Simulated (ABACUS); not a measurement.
**HfO2 under changes of volume**

One of the cells (11.152 Å³/atom); the others are scaled copies at fixed shape and fractional positions:

```xyz
3
Lattice="0.0000 2.5575 2.5575 2.5575 0.0000 2.5575 2.5575 2.5575 0.0000" Properties=species:S:1:pos:R:3 pbc="T T T"
Hf    0.0000    0.0000    0.0000
O     3.8363    3.8363    3.8363
O     1.2788    1.2788    1.2788
```

Measurements of this composition are mostly on another form, of space group No. 14.

- Program: ABACUS 3.10.1
- Functional: PBE
- Potentials or basis: PseudoDojo NC SR 0.4.1 PBE standard
- Cutoff: 1361 eV
- Density cutoff: 5442 eV
- Basis: TZDP LCAO (the cutoffs set its grid)
- k mesh: 9 × 9 × 9
- Occupations: fermi-dirac, width 0.05 eV
- Spin: no spin polarisation

```csv
volume (Å³/atom),energy over the lowest point (meV/atom),pressure (GPa),gap on the mesh (eV)
10.483,18.87,12.8,4.03
10.706,5.41,6.7,3.97
10.929,0.00,1.2,3.91
11.152,1.84,-3.7,3.85
11.375,10.19,-8.2,3.80
11.598,?,?,?
11.821,43.80,-15.7,3.68
```

Task: What does the run at 11.598 Å³/atom give?

Result: Energy over the lowest point 24.36 meV/atom; pressure -12.1 GPa; gap on the mesh 3.74 eV.

Worked out: A Birch-Murnaghan fit of order 3 (a polynomial in V^(-2/3)) to the other rows has its minimum at 10.98 Å³/atom with B0 = V·E''(V) = 250 GPa and B' = 4.3. It gives 24.37 meV/atom at 11.598 Å³/atom, against the run's 24.36, and -dE/dV = -12.1 GPa, against -12.1. A straight line through the other rows of the gap, of slope -2.9 eV per unit of ln V, gives 3.74 eV, against the run's 3.74.

Energies are extrapolated to zero smearing.

Caveats: the atomic orbitals were generated for these runs and aren't a published set; spin-orbit coupling is left out, which moves the levels of the heavy elements; an odd mesh through Γ misses points on the zone boundary, where band edges often lie; the basis of atomic orbitals isn't converged, which shifts pressures, moduli and gaps.
